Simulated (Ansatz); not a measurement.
# Bi2Te3: the cost of one run

Program: Ansatz 0.2.0. Level of theory: DFT PBE, scalar-relativistic, plane waves, PAW. These are calculated values, not measurements.

1 further run of the same task is left out (it didn't finish). Runs told in other sessions of the task aren't counted.

### 1 The structure to begin with

Symmetry: R-3m, No. 166, trigonal system. The conventional cell has a = 4.450 Å, b = 4.450 Å, c = 31.948 Å, α = 90.00°, β = 90.00°, γ = 120.00°. Bi (site symmetry 3m) has 6 Te at 3.09 to 3.29 Å in its first shell of neighbours. Around Te (site symmetry -3m) lie 6 Bi at 3.29 Å. Around Te (site symmetry 3m) lie 3 Bi at 3.09 Å.

Coordinates:

```cif
data_structure
_symmetry_space_group_name_H-M 'P 1'
_symmetry_Int_Tables_number 1
_cell_length_a 10.9550
_cell_length_b 10.9550
_cell_length_c 10.9550
_cell_angle_alpha 23.435
_cell_angle_beta 23.435
_cell_angle_gamma 23.435
_cell_volume 182.60
loop_
_atom_site_label
_atom_site_type_symbol
_atom_site_fract_x
_atom_site_fract_y
_atom_site_fract_z
_atom_site_occupancy
Bi1 Bi 0.39761 0.39761 0.39761 1
Bi2 Bi 0.60239 0.60239 0.60239 1
Te1 Te 0.00000 0.00000 0.00000 1
Te2 Te 0.21523 0.21523 0.21523 1
Te3 Te 0.78477 0.78477 0.78477 1
```

This cell comes from an earlier session at PBE: 36.520 Å³/atom at -0.01 GPa, on a 8×8×8 mesh.

The changes: atom 3 (Te) moved 0.12 Å along z; atom 4 (Te) moved 0.05 Å along x; strain e2 = -0.02, atoms carried along; strain e5 = +0.01, atoms carried along; all atoms moved at random (σ = 0.1 Å), cell strained at random (1 %); all atoms moved at random (σ = 0.03 Å), cell strained at random (1 %).

### 2 Atom 3 (Te) moved 0.12 Å along z

File input.yaml:

```yaml
crystal:
  lattice:
    - [2.2248063976, 1.2844925725, 10.6494745158]
    - [-2.2248063976, 1.2844925725, 10.6494745158]
    - [0.0, -2.5689851451, 10.6494745158]
  atoms:
    - { symbol: Bi, position: [0.3976135335, 0.3976135335, 0.3976135335] }
    - { symbol: Bi, position: [0.6023864665, 0.6023864665, 0.6023864665] }
    - { symbol: Te, position: [0.0037560539, 0.0037560539, 0.0037560539] }
    - { symbol: Te, position: [0.21523085, 0.21523085, 0.21523085] }
    - { symbol: Te, position: [0.78476915, 0.78476915, 0.78476915] }
basis:
  ecutwfc: 420
  ecutrho_ratio: 4
kpoints:
  mp_grid: { grid: [8, 8, 8] }
hamiltonian:
  xc: pbe
scf:
  occupations: { method: gaussian, width: 0.05 }
output:
  forces: true
  stress: true
  eigenvalues: true
  write_density: true
  write_potential: true
  elf: true
  volumetric_format: npy
```

Launch:

```
$ ansatz run input.yaml --threads 4 --pin off --max-ram 7168MiB --backend cpu --events-out ev --progress --plain --runs-dir out
```

Q: Estimate wall time and peak memory on 4 threads of Arm Neoverse V2, shared host.

About 18 s, with a peak of 0.73 GiB.
